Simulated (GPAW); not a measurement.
Crystal: TaN.

```xyz
2
Lattice="0.0000 2.2113 2.2113 2.2113 0.0000 2.2113 2.2113 2.2113 0.0000" Properties=species:S:1:pos:R:3 pbc="T T T"
Ta    2.2113    2.2113    2.2113
N     0.0000    0.0000    0.0000
```

The cell comes from a database or a generator and needn't be the stable form of this composition.

```yaml
Program: GPAW 26.7.0
Task: relaxation of cell and atoms
Functional: PBEsol
Potentials_or_basis: PAW data sets generated in the run's folder for this functional
Cutoff: 800 eV
Basis: pw
k_mesh: 10 × 10 × 10
Occupations: fermi-dirac, width 0.05 eV
Spin: no spin polarisation
```

At the start: pressure -11.1 GPa; volume 10.81 Å³/atom.

Problem. Where does the relaxation end?

Solution. Over 3 steps the energy falls by 11.2 meV/atom and the volume is 10.45 Å³/atom (-3.3 %); space group Fm-3m (No. 225, to 0.05 Å).

Step by step:
```tsv
step	energy change (eV)	largest force (eV/Å)	pressure (GPa)	volume (Å³)
1	0.0000	0.0000	-11.09	21.63
2	-0.0170	0.0000	-5.94	21.28
3	-0.0224	0.0000	0.25	20.90
```

Final structure:
```cif
data_structure
_symmetry_space_group_name_H-M 'P 1'
_symmetry_Int_Tables_number 1
_cell_length_a 3.0921
_cell_length_b 3.0921
_cell_length_c 3.0921
_cell_angle_alpha 60.000
_cell_angle_beta 60.000
_cell_angle_gamma 60.000
_cell_volume 20.90
loop_
_atom_site_label
_atom_site_type_symbol
_atom_site_fract_x
_atom_site_fract_y
_atom_site_fract_z
_atom_site_occupancy
Ta1 Ta 0.50000 0.50000 0.50000 1
N1 N 0.00000 0.00000 0.00000 1
```

Caveat: later steps reuse the first step's grids.
